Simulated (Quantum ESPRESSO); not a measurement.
# Gd under changes of volume

One of the cells (33.215 Å³/atom); the others are scaled copies at fixed shape and fractional positions:

```xyz
1
Lattice="-2.0250 2.0250 2.0250 2.0250 -2.0250 2.0250 2.0250 2.0250 -2.0250" Properties=species:S:1:pos:R:3 pbc="T T T"
Gd    0.0000    0.0000    0.0000
```

This isn't the form of Gd at room conditions, which is hcp.

- Program: Quantum ESPRESSO 7.5
- Functional: PBEsol
- Potentials or basis: SSSP 1.3 efficiency PBE
- Cutoff: 748 eV
- Density cutoff: 5987 eV
- k mesh: 9 × 9 × 9
- Occupations: fermi-dirac, width 0.05 eV
- Spin: collinear spin, ferromagnetic start
- Starting moments: [7.0] μB

| volume (Å³/atom) | energy over the lowest point (meV/atom) | pressure (GPa) | moment (μB per cell) |
| --- | --- | --- | --- |
| 31.222 | 0.00 | -0.4 | 7.61 |
| 31.886 | 3.44 | -1.2 | 7.62 |
| 32.551 | ? | ? | ? |
| 33.215 | 18.79 | -2.4 | 7.64 |
| 33.879 | 30.12 | -3.0 | 7.65 |
| 34.544 | 43.59 | -3.5 | 7.66 |
| 35.208 | 59.02 | -4.0 | 7.67 |

What does the run at 32.551 Å³/atom give?

Energy over the lowest point 9.81 meV/atom; pressure -1.9 GPa; moment 7.63 μB per cell.

Worked out: A Birch-Murnaghan fit of order 3 (a polynomial in V^(-2/3)) to the other rows has its minimum at 30.84 Å³/atom, just outside them, with B0 = V·E''(V) = 38 GPa and B' = 3.7. It gives 9.81 meV/atom at 32.551 Å³/atom, against the run's 9.81, and -dE/dV = -1.9 GPa, against -1.9. A straight line through the other rows of the moment, of slope 0.0151 μB per Å³/atom, gives 7.63 μB, against the run's 7.63.

Energies are extrapolated to zero smearing.

Caveats: the potentials were made for another functional, which shifts forces and pressure.
